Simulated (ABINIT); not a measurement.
# Ge (Cmmm) in ABINIT: a series of runs

Runs on Ge. Level: LDA. Tasks: single point.

Everything below comes from runs of ABINIT 10.8.3 (patched build). Logs are shortened: lines on timing, memory, paths and dates and some standing lists are left out, and cuts for length are marked. The log counts tension as positive stress, the text compression.

### 1 Starting point

The structure is orthorhombic, space group Cmmm (No. 65). Conventional cell: a = 2.794 Å, b = 5.201 Å, c = 2.698 Å, α = 90.00°, β = 90.00°, γ = 90.00°. Ge (site symmetry mmm) is surrounded by 8 Ge at 2.70 to 2.95 Å.

This isn't the form of Ge at room conditions, which is diamond.

### 2 Single point, LDA

File run.abi:

```
pp_dirpath "./"
pseudos "Ge.upf"

acell 3*1.0 Angstrom
rprim
     1.3971490000    -2.6005160000     0.0000000000
     1.3971490000     2.6005160000     0.0000000000
     0.0000000000     0.0000000000     2.6982310000
ntypat 1
znucl 32
natom 1
typat 1
xred
     0.5000000000     0.5000000000     0.0000000000
chkprim 0
chksymtnons 0
tolsym 1.0e-6

ecut 1523.837630 eV

kptopt 1
ngkpt 8 8 8
nshiftk 1
shiftk 0.0 0.0 0.0

ixc 7

nband 15
occopt 3
tsmear 0.05 eV

nstep 100
tolvrs 1.0e-10

iomode 3
prtwf 0
prtden 0
prteig 0
prtebands 0
enunit 2
```

Potentials or basis: PseudoDojo NC SR LDA v0.4 stringent.

The run is started by

```bash
$ abinit run.abi > log 2>&1
```

run.abo:

```text
.Version 10.8.3 of ABINIT
 Symmetries : space group Cm m m (# 65); Bravais oC (1-face-center ortho.)
================================================================================
 Values of the parameters that define the memory need of the present run
     intxc =       0    ionmov =       0      iscf =       7    lmnmax =       6
     lnmax =       6     mgfft =      40  mpssoang =       3    mqgrid =    3001
     natom =       1  nloc_mem =       1    nspden =       1   nspinor =       1
    nsppol =       1      nsym =       8    n1xccc =    2501    ntypat =       1
    occopt =       3   xclevel =       1
       mpw =        2673          nfft =       57600          nkpt =         105
================================================================================
================================================================================

--------------------------------------------------------------------------------
------------- Echo of variables that govern the present computation ------------
--------------------------------------------------------------------------------
 -outvars: echo values of preprocessed input variables --------
            acell      1.8897261259E+00  1.8897261259E+00  1.8897261259E+00 Bohr
              amu      7.26100000E+01
          chkprim           0
      chksymtnons           0
             ecut      5.60000000E+01 Hartree
           enunit           2
                       outvar_i_n : Printing only first  50 k-points.
              ixc           7
                       outvar_i_n : Printing only first  50 k-points.
         kptrlatt        8    0    0      0    8    0      0    0    8
          kptrlen      4.07913409E+01
            natom           1
            nband          15
            ngfft          40      40      36
             nkpt         105
            nstep         100
             nsym           8
           ntypat           1
                       prtocc : prtvol=0, do not print more k-points.
           occopt           3
           prtden           0
        prtebands           0
           prteig           0
            prtwf           0
            rprim      1.3971490000E+00 -2.6005160000E+00  0.0000000000E+00
                       1.3971490000E+00  2.6005160000E+00  0.0000000000E+00
                       0.0000000000E+00  0.0000000000E+00  2.6982310000E+00
          spgroup          65
           tolsym      1.00000000E-06
           tolvrs      1.00000000E-10
           tsmear      1.83746611E-03 Hartree
            typat      1
                       outvars : Printing only first  50 k-points.
           xangst      1.3971490000E+00 -9.0644252346E-17  0.0000000000E+00
            xcart      2.6402289671E+00 -1.7129281182E-16  0.0000000000E+00
             xred      5.0000000000E-01  5.0000000000E-01  0.0000000000E+00
            znucl       32.00000

================================================================================

 chkinp: Checking input parameters for consistency.

================================================================================
== DATASET  1 ==================================================================

--- !DatasetInfo
iteration_state: {dtset: 1, }
dimensions: {natom: 1, nkpt: 105, mband: 15, nsppol: 1, nspinor: 1, nspden: 1, mpw: 2673, }
cutoff_energies: {ecut:  56.0, pawecutdg:  -1.0, }
electrons: {nelect:   2.20000000E+01, charge:   0.00000000E+00, occopt:   3.00000000E+00, tsmear:   1.83746611E-03, }
meta: {optdriver: 0, ionmov: 0, optcell: 0, iscf: 7, paral_kgb: 0, }
...

 Exchange-correlation functional for the present dataset will be:
  LDA: Perdew-Wang 92 LSD fit to Ceperley-Alder data - ixc=7
  J.P.Perdew and Y.Wang, PRB 45, 13244 (1992)

 Real(R)+Recip(G) space primitive vectors, cartesian coordinates (Bohr,Bohr^-1):
 R(1)=  2.6402290 -4.9142630  0.0000000  G(1)=  0.1893775 -0.1017447  0.0000000
 R(2)=  2.6402290  4.9142630  0.0000000  G(2)=  0.1893775  0.1017447  0.0000000
 R(3)=  0.0000000  0.0000000  5.0989176  G(3)=  0.0000000  0.0000000  0.1961201
 Unit cell volume ucvol=  1.3231466E+02 bohr^3
 Angles (23,13,12)=  9.00000000E+01  9.00000000E+01  1.23505425E+02 degrees

 getcut: wavevector=  0.0000  0.0000  0.0000  ngfft=  40  40  36
         ecut(hartree)=     56.000   => boxcut(ratio)=   2.09587

--- Pseudopotential description ------------------------------------------------
- pspini: atom type   1  psp file is ./Ge.upf
12 -1012 2 -1 1524                            pspcod,pspxc,lmax,lloc,mmax
     nproj     2     2     2

   4.98034377E+02                                ecore*ucvol(ha*bohr**3)
--------------------------------------------------------------------------------

================================================================================

--- !BeginCycle
iteration_state: {dtset: 1, }
solver: {iscf: 7, nstep: 100, nline: 4, wfoptalg: 0, }
tolerances: {tolvrs: 1.00E-10, }
...

     iter   Etot(hartree)      deltaE(h)  residm     vres2
 ETOT  1  -278.60387955519    -2.786E+02 1.519E+00 1.666E+01
 ETOT  2  -279.44274991156    -8.389E-01 2.836E-02 5.216E+00
 ETOT  3  -279.44386295683    -1.113E-03 2.608E-03 1.876E+00
 ETOT  4  -279.44391015612    -4.720E-05 9.270E-04 4.615E-01
 ETOT  5  -279.44397583773    -6.568E-05 3.254E-04 2.806E-02
 ETOT  6  -279.44398013146    -4.294E-06 5.606E-04 1.002E-04
 ETOT  7  -279.44398014431    -1.284E-08 1.120E-04 4.708E-06
 ETOT  8  -279.44398014482    -5.120E-10 1.859E-04 3.033E-09
 ETOT  9  -279.44398014481     9.663E-12 3.668E-05 1.461E-11

 At SCF step    9       vres2   =  1.46E-11 < tolvrs=  1.00E-10 =>converged.

 Cartesian components of stress tensor (hartree/bohr^3)
  sigma(1 1)=  1.77873740E-04  sigma(3 2)=  0.00000000E+00
  sigma(2 2)=  2.65665929E-04  sigma(3 1)=  0.00000000E+00
  sigma(3 3)=  3.19997177E-04  sigma(2 1)=  0.00000000E+00

--- !ResultsGS
iteration_state: {dtset: 1, }
comment   : Summary of ground state results
lattice_vectors:
- [  2.6402290,  -4.9142630,   0.0000000, ]
- [  2.6402290,   4.9142630,   0.0000000, ]
- [  0.0000000,   0.0000000,   5.0989176, ]
lattice_lengths: [   5.57860,    5.57860,    5.09892, ]
lattice_angles: [ 90.000,  90.000, 123.505, ] # degrees, (23, 13, 12)
lattice_volume:   1.3231466E+02
convergence: {deltae:  9.663E-12, res2:  1.461E-11, residm:  3.668E-05, diffor: null, }
etotal    :  -2.79443980E+02
entropy   :   0.00000000E+00
fermie    :   2.72857728E-01
cartesian_stress_tensor: # hartree/bohr^3
- [  1.77873740E-04,   0.00000000E+00,   0.00000000E+00, ]
- [  0.00000000E+00,   2.65665929E-04,   0.00000000E+00, ]
- [  0.00000000E+00,   0.00000000E+00,   3.19997177E-04, ]
pressure_GPa:  -7.4880E+00
xred      :
- [  5.0000E-01,   5.0000E-01,   0.0000E+00, Ge]
cartesian_forces: # hartree/bohr
- [ -0.00000000E+00,  -0.00000000E+00,  -0.00000000E+00, ]
force_length_stats: {min:   0.00000000E+00, max:   0.00000000E+00, mean:   0.00000000E+00, }
...

 Integrated electronic density in atomic spheres:
 ------------------------------------------------
 Atom  Sphere_radius  Integrated_density
    1        2.00000         19.47963380
================================================================================

 ----iterations are completed or convergence reached----

 Mean square residual over all n,k,spin=   26.718E-09; max=  36.683E-06
 reduced coordinates (array xred) for    1 atoms
       0.500000000000      0.500000000000      0.000000000000
 rms dE/dt=  0.0000E+00; max dE/dt=  0.0000E+00; dE/dt below (all hartree)
    1       0.000000000000      0.000000000000      0.000000000000

 cartesian coordinates (angstrom) at end:
    1      1.39714900000000    -0.00000000000000     0.00000000000000

 cartesian forces (hartree/bohr) at end:
    1     -0.00000000000000    -0.00000000000000    -0.00000000000000
 frms,max,avg= 0.0000000E+00 0.0000000E+00   0.000E+00  0.000E+00  0.000E+00 h/b

 cartesian forces (eV/Angstrom) at end:
    1     -0.00000000000000    -0.00000000000000    -0.00000000000000
 frms,max,avg= 0.0000000E+00 0.0000000E+00   0.000E+00  0.000E+00  0.000E+00 e/A
 length scales=  1.889726125908  1.889726125908  1.889726125908 bohr
              =  1.000000000000  1.000000000000  1.000000000000 angstroms
 Fermi (or HOMO) energy (hartree) =   0.27286   Average Vxc (hartree)=  -0.42010
 Eigenvalues (hartree) for nkpt= 105  k points:
 kpt#   1, nband= 15, wtk=  0.00195, kpt=  0.0000  0.0000  0.0000 (reduced coord)
  -5.71152   -3.78808   -3.78731   -3.78686   -0.63985   -0.63703   -0.63517   -0.63201
  -0.63112   -0.20097    0.51447    0.53049    0.58558    0.64739    0.73149
      occupation numbers for kpt#   1
   2.00000    2.00000    2.00000    2.00000    2.00000    2.00000    2.00000    2.00000
   2.00000    2.00000    0.00000    0.00000    0.00000    0.00000    0.00000
 prteigrs : prtvol=0 or 1, do not print more k-points.

 Fermi (or HOMO) energy (eV) =   7.42484   Average Vxc (eV)= -11.43143
 Eigenvalues (   eV  ) for nkpt= 105  k points:
 kpt#   1, nband= 15, wtk=  0.00195, kpt=  0.0000  0.0000  0.0000 (reduced coord)
-155.41829 -103.07894 -103.05806 -103.04561  -17.41123  -17.33437  -17.28376  -17.19790
 -17.17352   -5.46869   13.99937   14.43544   15.93455   17.61625   19.90476
 prteigrs : prtvol=0 or 1, do not print more k-points.

--- !EnergyTerms
iteration_state     : {dtset: 1, }
comment             : Components of total free energy in Hartree
kinetic             :  1.33551852616089E+02
hartree             :  1.10907245528583E+02
xc                  : -2.70991739821058E+01
Ewald energy        : -1.35782853154570E+02
psp_core            :  3.76401496887245E+00
local_psp           : -2.93089584880595E+02
non_local_psp       : -7.16954006946721E+01
internal            : -2.79443899598398E+02
'-kT*entropy'       : -8.05464136257556E-05
total_energy        : -2.79443980144812E+02
total_energy_eV     : -7.60405807783472E+03
band_energy         : -4.01782449056771E+01
...

 Cartesian components of stress tensor (hartree/bohr^3)
  sigma(1 1)=  1.77873740E-04  sigma(3 2)=  0.00000000E+00
  sigma(2 2)=  2.65665929E-04  sigma(3 1)=  0.00000000E+00
  sigma(3 3)=  3.19997177E-04  sigma(2 1)=  0.00000000E+00

-Cartesian components of stress tensor (GPa)         [Pressure= -7.4880E+00 GPa]
- sigma(1 1)=  5.23322612E+00  sigma(3 2)=  0.00000000E+00
- sigma(2 2)=  7.81616148E+00  sigma(3 1)=  0.00000000E+00
- sigma(3 3)=  9.41464199E+00  sigma(2 1)=  0.00000000E+00

== END DATASET(S) ==============================================================
================================================================================

 -outvars: echo values of variables after computation  --------
            acell      1.8897261259E+00  1.8897261259E+00  1.8897261259E+00 Bohr
           etotal     -2.7944398014E+02
            fcart     -0.0000000000E+00 -0.0000000000E+00 -0.0000000000E+00
            rprim      1.3971490000E+00 -2.6005160000E+00  0.0000000000E+00
                       1.3971490000E+00  2.6005160000E+00  0.0000000000E+00
                       0.0000000000E+00  0.0000000000E+00  2.6982310000E+00
           strten      1.7787374043E-04  2.6566592890E-04  3.1999717726E-04
                       0.0000000000E+00  0.0000000000E+00  0.0000000000E+00
           xangst      1.3971490000E+00 -9.0644252346E-17  0.0000000000E+00
             xred      5.0000000000E-01  5.0000000000E-01  0.0000000000E+00
 Calculation completed.
```

Run time: 78 s. Hardware: 1 thread of Arm Neoverse V2, shared host; peak memory 0.12 GiB.

Results:

* Free energy: -7604.0581 eV
* Pressure: -7.5 GPa
* Band gap on the k mesh: none (metal or under the smearing width)
* Valence electrons inside the program's atomic spheres: Ge 19.48 (radii [1.0584] Å)

Stress tensor (GPa, compression positive):
```
-5.23  0.00  0.00
 0.00 -7.82  0.00
 0.00  0.00 -9.41
```

Levels at points of the mesh, in eV from the Fermi level:
| k point | band 9 | band 10 | band 11 | band 12 | band 13 | band 14 |
| --- | --- | --- | --- | --- | --- | --- |
| (0.00, 0.00, 0.00) | -24.60 | -12.89 | 6.57 | 7.01 | 8.51 | 10.19 |
| (0.50, 0.00, 0.00) | -24.61 | -7.90 | -5.25 | 3.38 | 7.51 | 10.36 |
| (0.50, 0.50, 0.00) | -24.61 | -8.75 | -5.47 | 5.15 | 9.18 | 9.71 |
| (0.00, 0.00, 0.50) | -24.64 | -9.16 | -5.67 | 9.78 | 11.27 | 15.95 |
| (0.50, 0.00, 0.50) | -24.53 | -3.80 | -2.22 | -1.63 | 3.72 | 6.21 |
| (0.50, 0.50, 0.50) | -24.55 | -4.75 | -2.38 | -2.27 | 3.33 | 7.98 |

### 3 Single point, LDA

File run.abi:

```
# Pseudopotentials
pp_dirpath "./"
pseudos "Ge.hgh"

# Structure
acell 5.5786010832 5.5786010832 5.098917611
rprim
     0.4732779645    -0.8809131446     0.0000000000
     0.4732779645     0.8809131446     0.0000000000
     0.0000000000     0.0000000000     1.0000000000
ntypat 1
znucl 32
natom 1
typat 1
xred
     0.5000000000     0.5000000000     0.0000000000
chkprim 0
chksymtnons 0
tolsym 1.0e-6

# Plane-wave basis
ecut 380.959407 eV

# k points
kptopt 1
ngkpt 8 8 8
nshiftk 1
shiftk 0.0 0.0 0.0

# Exchange and correlation
ixc 7

# Bands and occupations
nband 6
occopt 3
tsmear 0.05 eV

# SCF cycle
nstep 100
tolvrs 1.0e-10

# Output
iomode 3
prtwf 0
prteig 0
prtebands 0
enunit 2
prtden 1
prtvha 1
prtvclmb 1
prtpot 1
prtelf 1
```

Potentials or basis: HGH LDA.

The run is started by

```bash
$ abinit run.abi > log 2>&1
```

run.abo:

```text
.Version 10.8.3 of ABINIT
 Symmetries : space group Cm m m (# 65); Bravais oC (1-face-center ortho.)
================================================================================
 Values of the parameters that define the memory need of the present run
     intxc =       0    ionmov =       0      iscf =       7    lmnmax =       6
     lnmax =       6     mgfft =      20  mpssoang =       3    mqgrid =    3001
     natom =       1  nloc_mem =       1    nspden =       1   nspinor =       1
    nsppol =       1      nsym =       8    n1xccc =       0    ntypat =       1
    occopt =       3   xclevel =       1
       mpw =         342          nfft =        7200          nkpt =         105
================================================================================
================================================================================

--------------------------------------------------------------------------------
------------- Echo of variables that govern the present computation ------------
--------------------------------------------------------------------------------
 -outvars: echo values of preprocessed input variables --------
            acell      5.5786010832E+00  5.5786010832E+00  5.0989176110E+00 Bohr
              amu      7.26100000E+01
          chkprim           0
      chksymtnons           0
             ecut      1.40000000E+01 Hartree
           enunit           2
                       outvar_i_n : Printing only first  50 k-points.
              ixc           7
                       outvar_i_n : Printing only first  50 k-points.
         kptrlatt        8    0    0      0    8    0      0    0    8
          kptrlen      4.07913409E+01
            natom           1
            nband           6
[... 172 lines left out ...]

--- !EnergyTerms
iteration_state     : {dtset: 1, }
comment             : Components of total free energy in Hartree
kinetic             :  1.47812270102790E+00
hartree             :  7.48365205410509E-02
xc                  : -1.14762834660244E+00
Ewald energy        : -4.48868936346677E+00
psp_core            :  2.21553896202620E-01
local_psp           : -4.96022901573646E-01
non_local_psp       :  3.73419077174019E-01
internal            : -3.98440841669727E+00
'-kT*entropy'       : -7.74618496380868E-05
total_energy        : -3.98448587854691E+00
total_energy_eV     : -1.08423384232797E+02
band_energy         :  8.71703052134426E-03
...

 Cartesian components of stress tensor (hartree/bohr^3)
  sigma(1 1)=  1.62872287E-04  sigma(3 2)=  0.00000000E+00
  sigma(2 2)=  2.42817668E-04  sigma(3 1)=  0.00000000E+00
  sigma(3 3)=  3.09622225E-04  sigma(2 1)=  0.00000000E+00

-Cartesian components of stress tensor (GPa)         [Pressure= -7.0151E+00 GPa]
- sigma(1 1)=  4.79186811E+00  sigma(3 2)=  0.00000000E+00
- sigma(2 2)=  7.14394244E+00  sigma(3 1)=  0.00000000E+00
- sigma(3 3)=  9.10940037E+00  sigma(2 1)=  0.00000000E+00

== END DATASET(S) ==============================================================
================================================================================

 -outvars: echo values of variables after computation  --------
            acell      5.5786010832E+00  5.5786010832E+00  5.0989176110E+00 Bohr
           etotal     -3.9844858785E+00
            fcart     -0.0000000000E+00 -0.0000000000E+00 -0.0000000000E+00
            rprim      4.7327796450E-01 -8.8091314460E-01  0.0000000000E+00
                       4.7327796450E-01  8.8091314460E-01  0.0000000000E+00
                       0.0000000000E+00  0.0000000000E+00  1.0000000000E+00
           strten      1.6287228667E-04  2.4281766815E-04  3.0962222542E-04
                       0.0000000000E+00  0.0000000000E+00  0.0000000000E+00
           xangst      1.3971489991E+00 -9.0644252445E-17  0.0000000000E+00
             xred      5.0000000000E-01  5.0000000000E-01  0.0000000000E+00
 Calculation completed.
```

Wall time 3.1 s (1 thread of Arm Neoverse V1, shared host); peak memory 0.05 GiB.

What came out:

| Property | Result |
| --- | --- |
| Free energy | -108.4234 eV |
| Pressure | -7.0 GPa |
| Band gap on the k mesh | none (metal or under the smearing width) |
| Valence electrons inside the program's atomic spheres | Ge 1.60 (radii [1.0584] Å) |

Stress tensor (GPa, compression positive):
```
-4.79  0.00  0.00
 0.00 -7.14  0.00
 0.00  0.00 -9.11
```

Caveat: HGH potentials are hard and often keep d shells in the core, so these values are rough.
